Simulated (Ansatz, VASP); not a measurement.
V: VASP beside Ansatz

```xyz
1
Lattice="0.0000 1.8403 1.8403 1.8403 0.0000 1.8403 1.8403 1.8403 0.0000" Properties=species:S:1:pos:R:3 pbc="T T T"
V     0.0000    0.0000    0.0000
```

Alike in both runs: task single point; functional revPBE; k mesh 16 × 16 × 16; occupations fermi-dirac, width 0.1 eV; no spin polarisation.

```csv
,VASP,Ansatz
version,VASP 6.6.1,Ansatz 0.2.0
potentials or method,"VASP PAW PBE potentials, release 64 (V_sv)","plane waves (420 eV) with PAW, scalar-relativistic"
plane-wave cutoff (eV),520,420
valence electrons in the cell,13,13
```

|  | VASP | Ansatz | Ansatz less VASP |
| --- | --- | --- | --- |
| pressure (GPa) | 27.7 | 27.4 | -0.31 |

Caveats: so large a pressure means that the cell lies far from this level's equilibrium, or that cutoff or potentials fall short (VASP); the potentials were made for another functional, which shifts forces and pressure (VASP).
